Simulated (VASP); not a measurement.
Write the native input for VASP 6.6.1 that does the following.

```
Task                   : single point
Functional             : PBEsol
Potentials or basis    : VASP PAW PBE potentials, release 64 (Ti_sv, H)
Cutoff                 : 520 eV
k mesh                 : 18 × 18 × 18
Occupations            : gaussian, width 0.1 eV
Spin                   : no spin polarisation
Dipole correction      : no
Further INCAR settings : ALGO = Normal; EDIFF = 1e-06; NBANDS = 14
```

The structure of TiH lies in POSCAR:

```
TiH
1.0
    0.0000000000      2.0718452981      2.0718452981
    2.0718452981      0.0000000000      2.0718452981
    2.0718452981      2.0718452981      0.0000000000
Ti H
1 1
Direct
    0.0000000000      0.0000000000      0.0000000000
    0.5000000000      0.5000000000      0.5000000000
```

The cell comes from a database or a generator and needn't be the stable form of this composition.

These files were run (other wordings do the same):

INCAR

```
PREC     = Accurate       # precision mode
ENCUT    = 520            # plane-wave cutoff, eV
EDIFF    = 1E-6           # SCF threshold, eV
ISMEAR   = 0              # smearing method
SIGMA    = 0.1            # smearing width, eV
LREAL    = F              # projectors in reciprocal space
LASPH    = T              # aspherical terms in the spheres
NELM     = 100            # most SCF steps
ALGO     = Normal         # electronic algorithm
ISIF     = 2              # what is computed and relaxed
LWAVE    = F              # write WAVECAR
LCHARG   = T              # write CHGCAR
GGA      = PS             # functional
LELF     = T              # ELF
LVHAR    = T            
NBANDS   = 14             # bands
```

KPOINTS

```
regular mesh
0
Gamma
  18 18 18
```

Potentials or basis: VASP PAW PBE potentials, release 64 (Ti_sv, H).

Launch:

```console
$ cat potpaw_PBE.64/Ti_sv/POTCAR potpaw_PBE.64/H/POTCAR > POTCAR
$ mpirun -np 1 vasp_std > vasp.out
```

Results of the run:

The pressure is -0.2 GPa and the band gap on the k mesh is none (metal or under the smearing width).

Caveat: the PAW data sets were made with another functional, which shifts forces and pressure a little.

It took 33 s on 1 thread of AMD EPYC 9R14 (Zen 4), with other jobs on the host, peak memory 0.15 GiB.
